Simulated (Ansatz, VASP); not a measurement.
## One calculation of FeO, two programs

File INCAR:

```
  PREC = Accurate
  ENCUT = 520
  EDIFF = 1E-6
  ISMEAR = -1
  SIGMA = 0.05
  LREAL = F
  LASPH = T
  NELM = 150
  ALGO = Normal
  ISIF = 2
  LWAVE = F
  LCHARG = T
  ISPIN = 2
  MAGMOM = 3 0
  LORBIT = 11
  LMAXMIX = 4
  GGA = PE
  LELF = T
  LVHAR = T
  NBANDS = 18
```

KPOINTS

```
Automatic mesh
0
Gamma
  10 10 10
```

POSCAR

```
FeO
1.0
    2.6468481728      0.0000000000      0.0000000000
    0.0000000000      2.6468481728      0.0000000000
    0.0000000000      0.0000000000      2.6468481728
Fe O
1 1
Direct
    0.0000000000      0.0000000000      0.0000000000
    0.5000000000      0.5000000000      0.5000000000
```

Contents of input.yaml:

```yaml
crystal:
  lattice:
    - [2.6468481728, 0.0, 0.0]
    - [0.0, 2.6468481728, 0.0]
    - [0.0, 0.0, 2.6468481728]
  atoms:
    - { symbol: Fe, position: [0.0, 0.0, 0.0], spin: 3.0 }
    - { symbol: O, position: [0.5, 0.5, 0.5] }
hamiltonian:
  xc: pbe
  pseudopotentials: { kind: paw }
magnetization:
  spin_polarized: true
kpoints:
  mp_grid: { grid: [10, 10, 10] }
scf:
  occupations: { method: fermi_dirac, width: 0.05 }
output:
  forces: true
  stress: true
  eigenvalues: true
```

The cell comes from a database or a generator and needn't be the stable form of this composition.

Alike in both runs: task single point; functional PBE; k mesh 10 × 10 × 10; occupations fermi-dirac, width 0.05 eV; collinear spin.

```csv
,VASP,Ansatz
version,VASP 6.6.1,Ansatz 0.2.0
potentials or method,"VASP PAW PBE potentials, release 64 (Fe, O)",Ansatz PAW
plane-wave cutoff (eV),520,420
valence electrons in the cell,14,22
```

Ansatz gave:

```
gap on the k mesh at the Fermi level (eV)                     : none
pressure (GPa)                                                : 0.8
net moment per atom (μB)                                      : 2.00
size of the moment on the site where the two differ most (μB) : 3.45
```

Task: Which values does VASP return?

Result: gap on the k mesh at the Fermi level (eV): none; pressure (GPa): 0.6; net moment per atom (μB): 2.00; size of the moment on the site where the two differ most (μB): 3.54.

Site moments also hang on the region over which each program counts them. A gap of «none» marks a metal or a gap that the smearing closes. The two sets of potentials don't hold the same shells in valence.

Caveats: a cell with one magnetic atom can't hold antiferromagnetic order, which such compounds often take; semilocal functionals often make such compounds metallic where correlation or magnetic order opens a gap, which also shifts bond lengths; the pressure holds a Pulay correction of +0.7 GPa for the finite cutoff (Ansatz).
